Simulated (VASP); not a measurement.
# CdSe (Cadmoselite) (P6_3mc) in VASP: notebook

One crystal, CdSe (Cadmoselite), is run at these levels: PBE, LDA; tasks: single point.

Program: VASP 6.6.1. These are calculated values, not measurements. Logs are shortened: lines on timing, memory, paths and dates and some standing lists are left out, and cuts for length are marked.

## (1) Starting point

It takes space group P6_3mc (No. 186, hexagonal). Conventional cell: a = 4.300 Å, b = 4.300 Å, c = 7.020 Å, α = 90.00°, β = 90.00°, γ = 120.00°. Cd (site symmetry 3m) is surrounded by 4 Se at 2.61 to 2.70 Å. Se (site symmetry 3m) is surrounded by 4 Cd at 2.61 to 2.70 Å.

## (2) Single point, PBE, spin-orbit coupling, no magnetisation

Contents of INCAR:

```
  PREC = Accurate
  ENCUT = 300
  EDIFF = 1E-7
  ISMEAR = 0
  SIGMA = 0.02
  LREAL = F
  LASPH = T
  NELM = 100
  ALGO = Normal
  ISIF = 2
  LWAVE = F
  LCHARG = F
  MAGMOM = 0 0 0 0 0 0 0 0 0 0 0 0
  LORBIT = 11
  LSORBIT = T
  GGA_COMPAT = F
  GGA = PE
  NBANDS = 52
```

Contents of KPOINTS:

```
regular mesh
0
Gamma
  8 8 4
```

Contents of POSCAR:

```
CdSe
1.0
    4.3000000000      0.0000000000      0.0000000000
   -2.1500000000      3.7239092363      0.0000000000
    0.0000000000      0.0000000000      7.0200000000
Cd Se
2 2
Direct
    0.6666666667      0.3333333333      0.5000000000
    0.3333333333      0.6666666667      0.0000000000
    0.6666666667      0.3333333333      0.8850000000
    0.3333333333      0.6666666667      0.3850000000
```

Potentials or basis: VASP PAW PBE potentials, release 64 (Cd, Se).

Started as:

```sh
cat potpaw_PBE.64/Cd/POTCAR potpaw_PBE.64/Se/POTCAR > POTCAR
mpirun -np 1 vasp_ncl > vasp.out
```

OUTCAR:

```text
PREC = Accurate
   ENCUT = 300
   EDIFF = 1E-7
   ISMEAR = 0
   LREAL = F
   LASPH = T
   NELM = 100
   ISIF = 2
   LORBIT = 11
   LSORBIT = T
   GGA = PE

 Found     40 irreducible k-points:

 Following reciprocal coordinates:
            Coordinates               Weight
  0.000000  0.000000  0.000000      1.000000
  0.125000 -0.000000  0.000000      6.000000
  0.250000 -0.000000  0.000000      6.000000
  0.375000 -0.000000  0.000000      6.000000
  0.500000 -0.000000  0.000000      3.000000
  0.125000  0.125000  0.000000      6.000000
   k-points           NKPTS =     40   k-points in BZ     NKDIM =     40   number of bands    NBANDS=     52
   number of dos      NEDOS =    301   number of ions     NIONS =      4
   total plane-waves  NPLWV =  23040
   dimension x,y,z NGX =    24 NGY =   24 NGZ =   40
   dimension x,y,z NGXF=    48 NGYF=   48 NGZF=   80
   ions per type =               2   2
   NGX,Y,Z   is equivalent  to a cutoff of   9.28,  9.28,  9.47 a.u.
   NGXF,Y,Z  is equivalent  to a cutoff of  18.56, 18.56, 18.95 a.u.
 SYSTEM =  unknown system
   PREC   = accura    normal or accurate (medium, high low for compatibility)
   ISTART =      0    job   : 0-new  1-cont  2-samecut
   ICHARG =      2    charge: 1-file 2-atom 10-const
   ISPIN  =      1    spin polarized calculation?
   LNONCOLLINEAR =      T non collinear calculations
   LSORBIT =      T    spin-orbit coupling
   LASPH  =      T    aspherical Exc in radial PAW
   ENCUT  =  300.0 eV  22.05 Ry    4.70 a.u.   6.07  6.07  9.91*2*pi/ulx,y,z
   NELM   =    100;   NELMIN=  2; NELMDL= -5     # of ELM steps
   EDIFF  = 0.1E-06   stopping-criterion for ELM
   LREAL  =      F    real-space projection
   EDIFFG = 0.1E-05   stopping-criterion for IOM
   NSW    =      0    number of steps for IOM
   IBRION =     -1    ionic relax: 0-MD 1-quasi-New 2-CG
   NFREE  =      0    steps in history (QN), initial steepest desc. (CG)
   ISIF   =      2    stress and relaxation
   ISYM   =      2    0-nonsym 1-usesym 2-fastsym
   POTIM  = 0.5000    time-step for ionic-motion
   TEBEG  =    0.0;   TEEND  =   0.0 temperature during run
   PSTRESS=    0.0 pullay stress
   NELECT =      36.0000    total number of electrons
   NUPDOWN=      -1.0000    fix difference up-down
   EMIN   =  10.00;   EMAX   =-10.00  energy-range for DOS
   EFERMI =   0.00;   METHOD = LEGACY
   ISMEAR =     0;   SIGMA  =   0.02  broadening in eV -4-tet -1-fermi 0-gaus
   EFERMI_NEDOS =   21; number of points for ismear=-14 and -15
   IALGO  =     38    algorithm
   IMIX   =      4    mixing-type and parameters
     AMIX     =   0.40;   BMIX     =  1.00
     AMIX_MAG =   1.60;   BMIX_MAG =  1.00
  volume/ion in A,a.u.               =      28.10       189.64
  Fermi-wavevector in a.u.,A,eV,Ry     =   1.120059  2.116604 17.068937  1.254531
  Thomas-Fermi vector in A             =   2.256702
   LORBIT       =     11    0 simple, 1 ext, 2 COOP (PROOUT), +10 PAW based schemes
   GGA     = PE    functional components
   LHFCALC =     F    Hartree Fock is set to
   AEXX    =    0.0000 exact exchange contribution
   IVDW    =     0    specifies the selected vdW correction
   LEPSILON=     F    determine dielectric tensor
   LRPA    =     F    only Hartree local field effects (RPA)
 Gauss-broadening in eV      SIGMA  =   0.02
  energy-cutoff  :      300.00
  volume of cell :      112.41
 maximum number of plane-waves:      2688
   NGX = 13   NGY = 13   NGZ = 19

 number of electron      35.9999993 magnetization      -0.0000000     -0.0000000     -0.0000000

 number of electron      35.9999993 magnetization       0.0000000      0.0000000      0.0000000

 number of electron      35.9999993 magnetization       0.0000000      0.0000000     -0.0000000

 number of electron      35.9999993 magnetization      -0.0000000     -0.0000000      0.0000000

 Free energy of the ion-electron system (eV)
  ---------------------------------------------------
  ext. energy  EPLUGINS =         0.00000000
  ---------------------------------------------------
  free energy    TOTEN  =       -10.99344926 eV

  energy without entropy =      -10.99344926  energy(sigma->0) =      -10.99344926

 E-fermi :   1.1650     XC(G=0):  -8.8832

 val. band max:        1.0560078288   @ k =   0.0000   0.0000   0.0000
 cond. band min:       1.6369730799   @ k =   0.0000   0.0000   0.0000
 fundamental gap:      0.5809652511
 Fermi energy:         1.1649827369

 k-point     1 :       0.0000    0.0000    0.0000
  band No.  band energies     occupation
      1     -11.6584      1.00000
      2     -11.6584      1.00000
      3     -11.2922      1.00000
      4     -11.2922      1.00000
      5      -7.2832      1.00000
      6      -7.2832      1.00000
[... 295 lines left out ...]
     47       7.4769      0.00000
     48       7.5303      0.00000

 [... further k-points ...]

 [bands above 48 left out]

------------------------ aborting loop because EDIFF is reached ----------------------------------------

  FORCE on cell =-STRESS in cart. coord.  units (eV):
  Direction    XX          YY          ZZ          XY          YZ          ZX
  --------------------------------------------------------------------------------------
  -------------------------------------------------------------------------------------
  Total        2.7940996      2.7940996      1.3302767      0.0000000      0.0000000      0.0000000
  in kB       39.8242689     39.8242689     18.9604184      0.0000000      0.0000000      0.0000000
  external PRESSURE =      32.8696521 kB  Pullay stress =       0.0000000 kB

 VOLUME and BASIS-vectors are now :
 -----------------------------------------------------------------------------
  energy-cutoff  :      300.00
  volume of cell :      112.41
      direct lattice vectors                 reciprocal lattice vectors
     4.300000000  0.000000000  0.000000000     0.232558140  0.134267504  0.000000000
    -2.150000000  3.723909236  0.000000000     0.000000000  0.268535009  0.000000000
     0.000000000  0.000000000  7.020000000     0.000000000  0.000000000  0.142450142

 POSITION                                       TOTAL-FORCE (eV/Angst)
 -----------------------------------------------------------------------------------
      2.15000      1.24130      3.51000         0.000000     -0.000000      0.290437
     -0.00000      2.48261      0.00000        -0.000000      0.000000      0.290437
      2.15000      1.24130      6.21270         0.000000      0.000000     -0.290437
     -0.00000      2.48261      2.70270        -0.000000     -0.000000     -0.290437
 -----------------------------------------------------------------------------------
    total drift:                               -0.000000     -0.000000     -0.000168

  FREE ENERGIE OF THE ION-ELECTRON SYSTEM (eV)
  ---------------------------------------------------
  free  energy   TOTEN  =       -10.9934492647 eV

  energy  without entropy=      -10.9934492647  energy(sigma->0) =      -10.99344926

 Spin-Orbit-Coupling matrix elements

 Ion:    1  E_soc:     -0.0570500
 l=   1
     0.0000000    -0.0026809    -0.0028614
    -0.0026809     0.0000000    -0.0026809
    -0.0028614    -0.0026809     0.0000000
 l=   2
     0.0000000    -0.0013499     0.0000000    -0.0013499    -0.0054441
    -0.0013499     0.0000000    -0.0040613    -0.0013354    -0.0013499
     0.0000000    -0.0040613     0.0000000    -0.0040613     0.0000000
    -0.0013499    -0.0013354    -0.0040613     0.0000000    -0.0013499
    -0.0054441    -0.0013499     0.0000000    -0.0013499     0.0000000
 l=   3
     0.0000000     0.0000000     0.0000000     0.0000000     0.0000000     0.0000000     0.0000000
     0.0000000     0.0000000     0.0000000     0.0000000     0.0000000     0.0000000     0.0000000
     0.0000000     0.0000000     0.0000000     0.0000000     0.0000000     0.0000000     0.0000000
     0.0000000     0.0000000     0.0000000     0.0000000     0.0000000     0.0000000     0.0000000
     0.0000000     0.0000000     0.0000000     0.0000000     0.0000000     0.0000000     0.0000000
     0.0000000     0.0000000     0.0000000     0.0000000     0.0000000     0.0000000     0.0000000
     0.0000000     0.0000000     0.0000000     0.0000000     0.0000000     0.0000000     0.0000000

 Ion:    2  E_soc:     -0.0570500
 l=   1
     0.0000000    -0.0026809    -0.0028614
    -0.0026809     0.0000000    -0.0026809
    -0.0028614    -0.0026809     0.0000000
 l=   2
     0.0000000    -0.0013499     0.0000000    -0.0013499    -0.0054441
    -0.0013499     0.0000000    -0.0040613    -0.0013354    -0.0013499
     0.0000000    -0.0040613     0.0000000    -0.0040613     0.0000000
    -0.0013499    -0.0013354    -0.0040613     0.0000000    -0.0013499
    -0.0054441    -0.0013499     0.0000000    -0.0013499     0.0000000
 l=   3
     0.0000000     0.0000000     0.0000000     0.0000000     0.0000000     0.0000000     0.0000000
     0.0000000     0.0000000     0.0000000     0.0000000     0.0000000     0.0000000     0.0000000
     0.0000000     0.0000000     0.0000000     0.0000000     0.0000000     0.0000000     0.0000000
     0.0000000     0.0000000     0.0000000     0.0000000     0.0000000     0.0000000     0.0000000
     0.0000000     0.0000000     0.0000000     0.0000000     0.0000000     0.0000000     0.0000000
     0.0000000     0.0000000     0.0000000     0.0000000     0.0000000     0.0000000     0.0000000
     0.0000000     0.0000000     0.0000000     0.0000000     0.0000000     0.0000000     0.0000000
[... 21 lines left out ...]
 Ion:    4  E_soc:     -0.0391179
 l=   1
     0.0000000    -0.0065215    -0.0064937
    -0.0065215     0.0000000    -0.0065215
    -0.0064937    -0.0065215     0.0000000
 l=   2
     0.0000000    -0.0000010     0.0000000    -0.0000010    -0.0000080
    -0.0000010     0.0000000    -0.0000052    -0.0000001    -0.0000010
     0.0000000    -0.0000052     0.0000000    -0.0000052     0.0000000
    -0.0000010    -0.0000001    -0.0000052     0.0000000    -0.0000010
    -0.0000080    -0.0000010     0.0000000    -0.0000010     0.0000000
 l=   3
     0.0000000     0.0000000     0.0000000     0.0000000     0.0000000     0.0000000     0.0000000
     0.0000000     0.0000000     0.0000000     0.0000000     0.0000000     0.0000000     0.0000000
     0.0000000     0.0000000     0.0000000     0.0000000     0.0000000     0.0000000     0.0000000
     0.0000000     0.0000000     0.0000000     0.0000000     0.0000000     0.0000000     0.0000000
     0.0000000     0.0000000     0.0000000     0.0000000     0.0000000     0.0000000     0.0000000
     0.0000000     0.0000000     0.0000000     0.0000000     0.0000000     0.0000000     0.0000000
     0.0000000     0.0000000     0.0000000     0.0000000     0.0000000     0.0000000     0.0000000

 total charge

# of ion       s       p       d       tot
------------------------------------------
    1        0.446   0.317   9.528  10.291
    2        0.446   0.317   9.528  10.291
    3        1.444   2.397   0.023   3.863
    4        1.444   2.397   0.023   3.863
--------------------------------------------------
tot          3.779   5.428  19.101  28.308

 magnetization (x)

# of ion       s       p       d       tot
------------------------------------------
    1        0.000   0.000   0.000   0.000
    2       -0.000   0.000  -0.000  -0.000
    3        0.000   0.000   0.000   0.000
    4       -0.000   0.000   0.000  -0.000
--------------------------------------------------
tot         -0.000   0.000  -0.000  -0.000

 magnetization (y)

# of ion       s       p       d       tot
------------------------------------------
    1        0.000  -0.000  -0.000  -0.000
    2        0.000   0.000   0.000   0.000
    3        0.000   0.000   0.000   0.000
    4        0.000   0.000   0.000   0.000
--------------------------------------------------
tot          0.000  -0.000  -0.000  -0.000

 magnetization (z)

# of ion       s       p       d       tot
------------------------------------------
    1        0.000   0.000   0.000   0.000
    2        0.000   0.000  -0.000   0.000
    3       -0.000  -0.000  -0.000  -0.000
    4       -0.000  -0.000  -0.000  -0.000
--------------------------------------------------
tot          0.000   0.000  -0.000   0.000
```

It took 3.4 min on 1 thread of Intel Xeon 6975P-C (Granite Rapids), shared host; peak memory 0.34 GiB.

The run converged, but some of its settings lie outside the range that counts as converged, so its numbers aren't taken as properties of the crystal.

What came out:

| Property | Result |
| --- | --- |
| Free energy | -10.9934 eV |
| Largest force | 0.290 eV/Å |
| Valence electrons inside the program's atomic spheres | Cd 10.29; Se 3.86 |

Caveat: the cutoff is under 1.25 times the usual one of these potentials, so pressure, stress and relaxed cells hold a basis-set (Pulay) error.

## (3) Single point, PBE, spin-orbit coupling, no magnetisation

INCAR, as its differences from that of step 2:

```diff
@@ -1,3 +1,3 @@
   PREC = Accurate
-  ENCUT = 300
+  ENCUT = 350
   EDIFF = 1E-7
```

KPOINTS is that of step 2.

POSCAR is that of step 2.

Potentials or basis: VASP PAW PBE potentials, release 64 (Cd, Se).

Started as:

```sh
cat potpaw_PBE.64/Cd/POTCAR potpaw_PBE.64/Se/POTCAR > POTCAR
mpirun -np 1 vasp_ncl > vasp.out
```

It took 4.9 min on 1 thread of Intel Xeon 6975P-C (Granite Rapids), shared host; peak memory 0.44 GiB.

These settings aren't checked as converged: the numbers below hold their error.

Results:

* Free energy: -10.9935 eV
* Pressure: 2.9 GPa
* Largest force: 0.291 eV/Å
* Valence electrons inside the program's atomic spheres: Cd 10.30; Se 3.87

(Part 1 of 2 ends here.)
